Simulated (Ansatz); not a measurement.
Re under changes of volume

One of the cells (14.811 Å³/atom); the others are scaled copies at fixed shape and fractional positions:

```
CELL_PARAMETERS angstrom
2.76639 0.00000 0.00000
-1.38319 2.39576 0.00000
0.00000 0.00000 8.93885
ATOMIC_POSITIONS crystal
Re 0.66667 0.33333 0.75000
Re 0.00000 0.00000 0.50000
Re 0.33333 0.66667 0.25000
Re 0.00000 0.00000 0.00000
```

```yaml
Program: Ansatz 0.2.0
Functional: LDA
Potentials_or_basis: Ansatz PAW
Cutoff: "420 eV (not typed: the program's choice for these potentials)"
k_mesh: 11 × 11 × 3
Occupations: fermi-dirac, width 0.05 eV
Spin: no spin polarisation
```

| volume (Å³/atom) | energy over the lowest point (meV/atom) | pressure (GPa) |
| --- | --- | --- |
| 13.922 | 13.76 | 12.2 |
| 14.218 | 0.00 | 3.0 |
| 14.515 | 2.22 | -5.2 |
| 14.811 | 18.80 | -12.5 |
| 15.107 | 48.21 | -19.1 |
| 15.403 | 89.14 | -25.0 |
| 15.699 | ? | ? |

What does the run at 15.699 Å³/atom give?

Energy over the lowest point 140.37 meV/atom; pressure -30.2 GPa.

Worked out: A Birch-Murnaghan fit of order 3 (a polynomial in V^(-2/3)) to the other rows has its minimum at 14.32 Å³/atom with B0 = V·E''(V) = 402 GPa and B' = 4.3 at fixed shape and positions, which overstates the stiffness. It gives 140.41 meV/atom at 15.699 Å³/atom, against the run's 140.37, and -dE/dV = -30.4 GPa, against -30.2.

Energies are extrapolated to zero smearing.

Caveats: the PAW data sets come from PBE, with cores solved anew for the run's functional, which leaves a small shift of forces and pressure.
